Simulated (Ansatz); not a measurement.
Write the native input for Ansatz 0.2.0 that does the following.

```
Task                : relaxation of cell and atoms
Functional          : r2SCAN
Dispersion          : D3(BJ)-ATM
Potentials or basis : Ansatz PAW
Cutoff              : 500 eV (not typed: the program's choice for these potentials)
k mesh              : 8 × 8 × 8
Occupations         : fermi-dirac, width 0.05 eV
Spin                : no spin polarisation
```

CuCl2:

```xyz
3
Lattice="-2.2549 2.2549 6.8599 2.2549 -2.2549 6.8599 2.2549 2.2549 -6.8599" Properties=species:S:1:pos:R:3 pbc="T T T"
Cu    0.0000    0.0000    0.0000
Cl    2.2549    0.0000    0.0000
Cl    0.0000    2.2549    0.0000
```

Measurements of this composition are mostly on another form, of space group No. 12.

The input as run:

input.yaml

```yaml
crystal:
  lattice:
    - [-2.254859, 2.254859, 6.859903]
    - [2.254859, -2.254859, 6.859903]
    - [2.254859, 2.254859, -6.859903]
  atoms:
    - { symbol: Cu, position: [0.0, 0.0, 0.0] }
    - { symbol: Cl, position: [0.0, 0.5, 0.5] }
    - { symbol: Cl, position: [0.5, 0.0, 0.5] }
hamiltonian:
  xc: r2scan
  pseudopotentials: { kind: paw }
  dispersion: d3bjatm
kpoints:
  mp_grid: { grid: [8, 8, 8] }
scf:
  occupations: { method: fermi_dirac, width: 0.05 }
output:
  forces: true
  stress: true
  eigenvalues: true
relax:
  f_tol: 0.01
  max_steps: 40
  cell: { stress_tol: 0.05 }
```

Potentials or basis: Ansatz PAW.

Command:

```bash
$ ansatz run input.yaml --threads 2 --pin off --max-ram 5632MiB --backend cpu --events-out ev --progress --plain --runs-dir out
```

It gave:

The relaxed volume is 24.51 Å³/atom. The relaxed cell is a = 4.841 Å, b = 4.841 Å, c = 4.841 Å, α = 124.83°, β = 124.83°, γ = 81.82°. The space group after relaxing (to 0.05 Å) is I4/mmm (No. 139). The energy gained by relaxing is 67.4 meV/atom and the ionic steps are 16. The pressure after relaxing is 0.0 GPa. The band gap on the k mesh is none (metal or under the smearing width).

Caveat: the volume moved by over 15 % at a fixed basis, so the end points are rough; the plane-wave basis is chosen anew once the cell has moved, so the energies of steps on either side of that aren't comparable; an odd number of electrons without spin polarisation forces a metal; a magnetic or distorted state may lie lower; the run has no spin polarisation, though such a crystal can be magnetic; semilocal functionals often make such compounds metallic where correlation or magnetic order opens a gap, which also shifts bond lengths; pairwise dispersion overbinds metals, which lowers pressure and volume; the PAW data sets come from PBE, with cores solved anew for the run's functional, which leaves a small shift of forces and pressure.

It took 6 min on 2 threads of AMD EPYC 7R43 64-Core Processor (Zen 3) (shared host), peak memory 0.92 GiB.
